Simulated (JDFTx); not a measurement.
Runs of JDFTx 1.7.0 (patched build) on Bi. It takes space group R-3m (No. 166, trigonal). The conventional cell has a = 4.535 Å, b = 4.535 Å, c = 11.814 Å, α = 90.00°, β = 90.00°, γ = 120.00°. Around Bi (site symmetry 3m) lie 6 Bi at 3.06 to 3.52 Å. 

```tsv
task	level	potentials or basis	cell	cutoff (eV)	smearing	further solve for the empty bands	gap on the mesh (eV)	pressure (GPa)	largest force (eV/Å)
single point	LDA	PseudoDojo-SR-LDA-0.4.1-standard with smoothed tails	as given	952	gaussian 0.02 eV	yes	(a)	-1.6	0.06
single point	PBEsol	PseudoDojo-SR-PBEsol-0.4.1-standard with smoothed tails	as given	898	fermi-dirac 0.05 eV	yes	0.26	-0.3	0.15
single point	PBEsol	PseudoDojo-SR-PBEsol-0.4.1-standard with smoothed tails	atoms moved at random, drawn with an rms of 0.05 Å	898	fermi-dirac 0.05 eV	yes	0.23	0.3	0.46
single point	PBEsol	PseudoDojo-SR-PBEsol-0.4.1-standard with smoothed tails	as given	898	gaussian 0.02 eV	yes	0.26	-0.3	0.15
```

Alike in all rows: no spin polarisation; k mesh 7 × 7 × 7.

Estimate the missing entries.

(a) 0.27.

Caveats: spin-orbit coupling is left out, which as a rule narrows the gap of such compounds by several tenths of an eV; an odd mesh through Γ misses points on the zone boundary, where band edges often lie.

A k mesh can miss the band edges, and the runs leave out spin-orbit coupling on Bi.
